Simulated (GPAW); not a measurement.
TiC:

```xyz
2
Lattice="0.0000 2.1657 2.1657 2.1657 0.0000 2.1657 2.1657 2.1657 0.0000" Properties=species:S:1:pos:R:3 pbc="T T T"
Ti    0.0000    0.0000    0.0000
C     2.1657    2.1657    2.1657
```

The cell is a database's computed one.

```yaml
Program: GPAW 26.7.0
Task: relaxation of cell and atoms
Functional: PBEsol
Dispersion: D3(BJ)+ATM
Potentials_or_basis: PAW data sets generated in the run's folder for this functional
Cutoff: 800 eV
Basis: pw
k_mesh: 11 × 11 × 11
Occupations: fermi-dirac, width 0.05 eV
Spin: no spin polarisation
```

At the start: pressure -11.0 GPa; volume 10.16 Å³/atom.

**Question.** How do energy, volume and symmetry change on relaxing?

**Answer.** Over 4 steps the energy falls by 13.6 meV/atom and the volume is 9.73 Å³/atom (-4.2 %); space group Fm-3m (No. 225, to 0.05 Å).

The path:
```csv
step,energy change (eV),largest force (eV/Å),pressure (GPa),volume (Å³)
1,0.0000,0.0000,-11.04,20.32
2,-0.0164,0.0000,-7.38,20.01
3,-0.0272,0.0000,0.35,19.44
4,-0.0273,0.0000,-0.01,19.47
```

Final structure:
```yaml
crystal:
  lattice:
    - [0.00000, 2.13516, 2.13516]
    - [2.13516, 0.00000, 2.13516]
    - [2.13516, 2.13516, 0.00000]
  atoms:
    - { symbol: Ti, position: [0.00000, 0.00000, 0.00000] }
    - { symbol: C, position: [0.50000, 0.50000, 0.50000] }
```

Caveat: later steps reuse the first step's grids; pairwise dispersion overbinds metals, which lowers pressure and volume.
